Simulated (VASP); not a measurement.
# ZrS2 in VASP: settings compared

One sheet, ZrS2, is run at these levels: PBE, HSE06; tasks: work function.

All numbers are computed with VASP 6.6.1; they aren't measurements. Logs are shortened: lines on timing, memory, paths and dates and some standing lists are left out, and cuts for length are marked.

**1. Starting point**

The cell holds a sheet with vacuum, 3 atoms: a = 3.647 Å, b = 3.647 Å, c = 18.900 Å, α = 90.00°, β = 90.00°, γ = 120.00°.

The cell was built by a generator and needn't be a form met in nature.

**2. Work function, PBE**

The input, INCAR:

```
SYSTEM = ZrS2
PREC = Accurate
ENCUT = 520
EDIFF = 1E-6
ISMEAR = 0
SIGMA = 0.03
LREAL = .False.
LASPH = .True.
NELM = 100
ALGO = Fast
ISIF = 2
LWAVE = .False.
LCHARG = .True.
LDIPOL = .True.
IDIPOL = 3
DIPOL = 0.5 0.5 0.500
GGA = PE
LVHAR = .True.
LVACPOTAV = .True.
KPAR = 4
```

The input, KPOINTS:

```
regular mesh
0
Gamma
  12 12 1
  0 0 0
```

The input, POSCAR:

```
ZrS2                                    
1.0
    3.6468082650     -0.0000000000      0.0000000000
   -1.8234041325      3.1582285983      0.0000000000
    0.0000000000      0.0000000000     18.9000000000
  S               Zr            
     2     1
Direct
     0.3333330000000032    0.6666669999999968    0.4227338696337627
     0.6666669999999968    0.3333330000000032    0.5772661303662372
     1.0000000000000000    0.0000000000000000    0.5000000000000000
```

Potentials or basis: VASP PAW PBE potentials, release 64 (S, Zr_sv).

On the command line:

```console
$ cat potpaw_PBE.64/S/POTCAR potpaw_PBE.64/Zr_sv/POTCAR > POTCAR
$ mpirun -np 4 vasp_std > vasp.out
```

OUTCAR:

```text
SYSTEM = ZrS2
   PREC = Accurate
   ENCUT = 520
   EDIFF = 1E-6
   ISMEAR = 0
   LREAL = .False.
   LASPH = .True.
   NELM = 100
   ISIF = 2
   GGA = PE

 ion  position               nearest neighbor table
   1  0.333  0.667  0.423-   3 2.56   3 2.56   3 2.56
   2  0.667  0.333  0.577-   3 2.56   3 2.56   3 2.56
   3  0.000  0.000  0.500-   1 2.56   2 2.56   1 2.56   2 2.56   2 2.56   1 2.56

  LATTYP: Found a hexagonal cell.
 ALAT       =     3.6468082650
 C/A-ratio  =     5.1826141180

  Lattice vectors:

 A1 = (   3.6468082650,   0.0000000000,   0.0000000000)
 A2 = (  -1.8234041325,   3.1582285983,   0.0000000000)
 A3 = (   0.0000000000,   0.0000000000,  18.9000000000)

Analysis of symmetry for initial positions (statically):
=====================================================================
 Subroutine PRICEL returns:
 Original cell was already a primitive cell.

 Routine SETGRP: Setting up the symmetry group for a
 hexagonal supercell.

 Subroutine GETGRP returns: Found 12 space group operations
 (whereof 12 operations were pure point group operations)
 out of a pool of 24 trial point group operations.

The static configuration has the point symmetry D_3d.

Analysis of symmetry for dynamics (positions and initial velocities):
=====================================================================
 Subroutine PRICEL returns:
 Original cell was already a primitive cell.

 Routine SETGRP: Setting up the symmetry group for a
 hexagonal supercell.

 Subroutine GETGRP returns: Found 12 space group operations
 (whereof 12 operations were pure point group operations)
 out of a pool of 24 trial point group operations.

The dynamic configuration has the point symmetry D_3d.

 Subroutine INISYM returns: Found 12 space group operations
 (whereof 12 operations are pure point group operations),
 and found     1 'primitive' translations

----------------------------------------------------------------------------------------

                                     Primitive cell

  volume of cell :     217.6799

  direct lattice vectors                    reciprocal lattice vectors
     3.646808265  0.000000000  0.000000000     0.274212387  0.158316596  0.000000000
    -1.823404133  3.158228598  0.000000000     0.000000000  0.316633191  0.000000000
     0.000000000  0.000000000 18.900000000     0.000000000  0.000000000  0.052910053

  length of vectors
     3.646808265  3.646808263 18.900000000     0.316633191  0.316633191  0.052910053

  position of ions in fractional coordinates (direct lattice)
     0.333333000  0.666667000  0.422733870
     0.666667000  0.333333000  0.577266130
     0.000000000  0.000000000  0.500000000

  ion indices of the primitive-cell ions
   primitive index   ion index
                 1           1
                 2           2
                 3           3

----------------------------------------------------------------------------------------

 KPOINTS: regular mesh

Automatic generation of k-mesh.
 Grid dimensions read from file:
 generate k-points for:   12   12    1

 Generating k-lattice:

  Cartesian coordinates                     Fractional coordinates (reciprocal lattice)
     0.022851032  0.013193050  0.000000000     0.083333333 -0.000000000  0.000000000
     0.000000000  0.026386099  0.000000000     0.000000000  0.083333333  0.000000000
     0.000000000  0.000000000  0.052910053     0.000000000  0.000000000  1.000000000

  Length of vectors
     0.026386099  0.026386099  0.052910053

  Shift w.r.t. Gamma in fractional coordinates (k-lattice)
     0.000000000  0.000000000  0.000000000

 Subroutine IBZKPT returns following result:
 ===========================================

 Found     19 irreducible k-points:

 Following reciprocal coordinates:
            Coordinates               Weight
  0.000000  0.000000  0.000000      1.000000
  0.083333 -0.000000  0.000000      6.000000
  0.166667  0.000000  0.000000      6.000000
  0.250000 -0.000000  0.000000      6.000000
  0.333333 -0.000000  0.000000      6.000000
  0.416667  0.000000  0.000000      6.000000
[... 11 lines left out ...]
  0.333333  0.250000  0.000000     12.000000
  0.333333  0.333333  0.000000      2.000000
   k-points           NKPTS =     19   k-points in BZ     NKDIM =     19   number of bands    NBANDS=     16
   number of dos      NEDOS =    301   number of ions     NIONS =      3
   total plane-waves  NPLWV = 112896
   dimension x,y,z NGX =    28 NGY =   28 NGZ =  144
   dimension x,y,z NGXF=    56 NGYF=   56 NGZF=  288
   ions per type =               2   1
   NGX,Y,Z   is equivalent  to a cutoff of  12.76, 12.76, 12.67 a.u.
   NGXF,Y,Z  is equivalent  to a cutoff of  25.53, 25.53, 25.33 a.u.
 SYSTEM =  ZrS2
   PREC   = accura    normal or accurate (medium, high low for compatibility)
   ISTART =      0    job   : 0-new  1-cont  2-samecut
   ICHARG =      2    charge: 1-file 2-atom 10-const
   ISPIN  =      1    spin polarized calculation?
   LNONCOLLINEAR =      F non collinear calculations
   LSORBIT =      F    spin-orbit coupling
   LASPH  =      T    aspherical Exc in radial PAW
   ENCUT  =  520.0 eV  38.22 Ry    6.18 a.u.   6.78  6.78 35.14*2*pi/ulx,y,z
   NELM   =    100;   NELMIN=  2; NELMDL= -5     # of ELM steps
   EDIFF  = 0.1E-05   stopping-criterion for ELM
   LREAL  =      F    real-space projection
   EDIFFG = 0.1E-04   stopping-criterion for IOM
   NSW    =      0    number of steps for IOM
   IBRION =     -1    ionic relax: 0-MD 1-quasi-New 2-CG
   NFREE  =      0    steps in history (QN), initial steepest desc. (CG)
   ISIF   =      2    stress and relaxation
   ISYM   =      2    0-nonsym 1-usesym 2-fastsym
   POTIM  = 0.5000    time-step for ionic-motion
   TEBEG  =    0.0;   TEEND  =   0.0 temperature during run
   PSTRESS=    0.0 pullay stress
   NELECT =      24.0000    total number of electrons
   NUPDOWN=      -1.0000    fix difference up-down
   EMIN   =  10.00;   EMAX   =-10.00  energy-range for DOS
   EFERMI =   0.00;   METHOD = LEGACY
   ISMEAR =     0;   SIGMA  =   0.03  broadening in eV -4-tet -1-fermi 0-gaus
   EFERMI_NEDOS =   21; number of points for ismear=-14 and -15
   IALGO  =     68    algorithm
   IMIX   =      4    mixing-type and parameters
     AMIX     =   0.40;   BMIX     =  1.00
     AMIX_MAG =   1.60;   BMIX_MAG =  1.00
  volume/ion in A,a.u.               =      72.56       489.66
  Fermi-wavevector in a.u.,A,eV,Ry     =   0.785005  1.483445  8.384359  0.616233
  Thomas-Fermi vector in A             =   1.889253
   LORBIT       =      0    0 simple, 1 ext, 2 COOP (PROOUT), +10 PAW based schemes
   GGA     = PE    functional components
   LHFCALC =     F    Hartree Fock is set to
   AEXX    =    0.0000 exact exchange contribution
   IVDW    =     0    specifies the selected vdW correction
   LEPSILON=     F    determine dielectric tensor
   LRPA    =     F    only Hartree local field effects (RPA)
 non-spin polarized calculation
 RMM-DIIS sequential band-by-band and
 Gauss-broadening in eV      SIGMA  =   0.03
  energy-cutoff  :      520.00
  volume of cell :      217.68
 maximum number of plane-waves:      5882
 NGX is ok and might be reduce to    28
   NGX = 13   NGY = 13   NGZ = 71

 dipolmoment           0.000000      0.000000     -0.000000 electrons x Angstroem

 number of electron      24.0000001 magnetization

 dipolmoment           0.000000      0.000000      0.000000 electrons x Angstroem

 Free energy of the ion-electron system (eV)
  ---------------------------------------------------
  ext. energy  EPLUGINS =         0.00000000
  ---------------------------------------------------
  free energy    TOTEN  =       -21.42699818 eV

  energy without entropy =      -21.42699818  energy(sigma->0) =      -21.42699818

 E-fermi :  -2.7381     XC(G=0):  -3.4918

 val. band max:       -2.9759662490   @ k =   0.0000   0.0000   0.0000
 cond. band min:      -1.8820024467   @ k =   0.5000  -0.0000   0.0000
 fundamental gap:      1.0939638023
 Fermi energy:        -2.7381098188

 k-point     1 :       0.0000    0.0000    0.0000
  band No.  band energies     occupation
      1     -51.8344      2.00000
      2     -29.9013      2.00000
      3     -29.7415      2.00000
      4     -29.7414      2.00000
      5     -15.4158      2.00000
      6     -14.2697      2.00000
[... 8 lines left out ...]
     15      -0.4140      0.00000
     16       2.5198      0.00000

 k-point     2 :       0.0833   -0.0000    0.0000
  band No.  band energies     occupation
      1     -51.8331      2.00000
      2     -29.8973      2.00000
      3     -29.7604      2.00000
      4     -29.7455      2.00000
      5     -15.3437      2.00000
      6     -14.2796      2.00000
[... 8 lines left out ...]
     15      -0.3113      0.00000
     16       1.8906      0.00000

 k-point     3 :       0.1667    0.0000    0.0000
  band No.  band energies     occupation
      1     -51.8293      2.00000
      2     -29.8862      2.00000
      3     -29.8117      2.00000
      4     -29.7566      2.00000
      5     -15.1433      2.00000
      6     -14.3050      2.00000
[... 8 lines left out ...]
     15      -0.0431      0.00000
     16       1.5162      0.00000

 k-point     4 :       0.2500   -0.0000    0.0000
  band No.  band energies     occupation
      1     -51.8242      2.00000
      2     -29.8836      2.00000
      3     -29.8681      2.00000
      4     -29.7716      2.00000
      5     -14.8676      2.00000
      6     -14.3268      2.00000
[... 8 lines left out ...]
     15       0.2510      0.00000
     16       1.6263      0.00000
[... 229 lines left out ...]
 k-point    17 :       0.2500    0.2500    0.0000
  band No.  band energies     occupation
      1     -51.8140      2.00000
      2     -29.9633      2.00000
      3     -29.8580      2.00000
      4     -29.8380      2.00000
      5     -14.3417      2.00000
      6     -14.2845      2.00000
[... 8 lines left out ...]
     15       0.6046      0.00000
     16       1.7991      0.00000

 k-point    18 :       0.3333    0.2500    0.0000
  band No.  band energies     occupation
      1     -51.8121      2.00000
      2     -29.9653      2.00000
      3     -29.8849      2.00000
      4     -29.8340      2.00000
      5     -14.3340      2.00000
      6     -14.1785      2.00000
[... 8 lines left out ...]
     15       0.4285      0.00000
     16       2.0194      0.00000

 k-point    19 :       0.3333    0.3333    0.0000
  band No.  band energies     occupation
      1     -51.8114      2.00000
      2     -29.9307      2.00000
      3     -29.9306      2.00000
      4     -29.8322      2.00000
      5     -14.2364      2.00000
      6     -14.2364      2.00000
[... 8 lines left out ...]
     15       0.1941      0.00000
     16       2.3857      0.00000

------------------------ aborting loop because EDIFF is reached ----------------------------------------

  FORCE on cell =-STRESS in cart. coord.  units (eV):
  Direction    XX          YY          ZZ          XY          YZ          ZX
  --------------------------------------------------------------------------------------
  -------------------------------------------------------------------------------------
  Total        0.7895164      0.7895164      0.1838485     -0.0000000      0.0000000     -0.0000000
  in kB        5.8110343      5.8110343      1.3531698     -0.0000000      0.0000000     -0.0000000
  external PRESSURE =       4.3250795 kB  Pullay stress =       0.0000000 kB

 VOLUME and BASIS-vectors are now :
 -----------------------------------------------------------------------------
  energy-cutoff  :      520.00
  volume of cell :      217.68
      direct lattice vectors                 reciprocal lattice vectors
     3.646808265  0.000000000  0.000000000     0.274212387  0.158316596  0.000000000
    -1.823404133  3.158228598  0.000000000     0.000000000  0.316633191  0.000000000
     0.000000000  0.000000000 18.900000000     0.000000000  0.000000000  0.052910053

 POSITION                                       TOTAL-FORCE (eV/Angst)
 -----------------------------------------------------------------------------------
     -0.00000      2.10549      7.98967        -0.000000      0.000000     -0.072114
      1.82341      1.05274     10.91033         0.000000     -0.000000      0.072114
      0.00000      0.00000      9.45000        -0.000000      0.000000      0.000000
 -----------------------------------------------------------------------------------
    total drift:                                0.000000     -0.000000      0.000000

  FREE ENERGIE OF THE ION-ELECTRON SYSTEM (eV)
  ---------------------------------------------------
  free  energy   TOTEN  =       -21.4269981836 eV

  energy  without entropy=      -21.4269981836  energy(sigma->0) =      -21.42699818

 vacuum level on the upper side and lower side of the slab         3.413         3.413
```

Wall time 40 s (4 MPI ranks of Intel Xeon Platinum 8559C (Emerald Rapids), shared host); peak memory 0.36 GiB.

Results:

| Item | Value |
| --- | --- |
| Free energy | -21.4270 eV |
| Largest force | 0.072 eV/Å |
| Band gap on the k mesh | 1.09 eV, indirect (least direct gap 1.69 eV) |
| Ionisation potential of the upper face | 6.39 eV |

Forces in eV/Å, atoms in the order of the input:
```
S    0.000  0.000 -0.072
S    0.000  0.000  0.072
Zr   0.000  0.000  0.000
```

[end of part 1 of 2]
